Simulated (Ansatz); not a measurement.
# MgS: the cost of one run

Computed with Ansatz 0.2.0 (DFT PBE, scalar-relativistic, plane waves, PAW, unless a step's input says otherwise).

## (1) The starting structure

Symmetry: Pm-3m, No. 221, cubic system. The conventional cell has a = 3.475 Å, b = 3.475 Å, c = 3.475 Å, α = 90.00°, β = 90.00°, γ = 90.00°. Around Mg (site symmetry m-3m) lie 8 S at 3.01 Å. S (site symmetry m-3m) is surrounded by 8 Mg at 3.01 Å.

Coordinates:

```cif
data_structure
_symmetry_space_group_name_H-M 'Pm-3m'
_symmetry_Int_Tables_number 221
_cell_length_a 3.4745
_cell_length_b 3.4745
_cell_length_c 3.4745
_cell_angle_alpha 90.000
_cell_angle_beta 90.000
_cell_angle_gamma 90.000
_cell_volume 41.94
loop_
_atom_site_label
_atom_site_type_symbol
_atom_site_symmetry_multiplicity
_atom_site_Wyckoff_symbol
_atom_site_fract_x
_atom_site_fract_y
_atom_site_fract_z
_atom_site_occupancy
Mg1 Mg 1 a 0.00000 0.00000 0.00000 1
S1 S 1 b 0.50000 0.50000 0.50000 1
```

The cell is invented: species swapped into a database cell of HfRh (Pm-3m, No. 221), with Mg on the Hf sites and S on the Rh sites. Lengths come from tabulated atomic sizes and are only a guess.

## (2) Probe: one point on a coarse mesh

Input file input.yaml:

```yaml
crystal:
  lattice:
    - [3.47450809, 0.0, 0.0]
    - [0.0, 3.47450809, 0.0]
    - [0.0, 0.0, 3.47450809]
  atoms:
    - { symbol: Mg, position: [0.0, 0.0, 0.0] }
    - { symbol: S, position: [0.5, 0.5, 0.5] }
basis:
  ecutwfc: 420
kpoints:
  mp_grid: { grid: [6, 6, 6] }
hamiltonian:
  xc: pbe
scf:
  occupations: { method: gaussian, width: 0.1 }
  lower_state_search: "off"
output:
  forces: true
  stress: true
  eigenvalues: true
```

Launch:

```console
> ansatz run input.yaml --threads 1 --pin off --max-ram 2560MiB --backend cpu --events-out ev --progress --plain --runs-dir out
```

Q: Estimate wall time and peak memory on 1 thread of Intel Xeon at 2.50GHz (Skylake/Cascade Lake), shared host.

About 1.8 s, with a peak of 0.29 GiB.
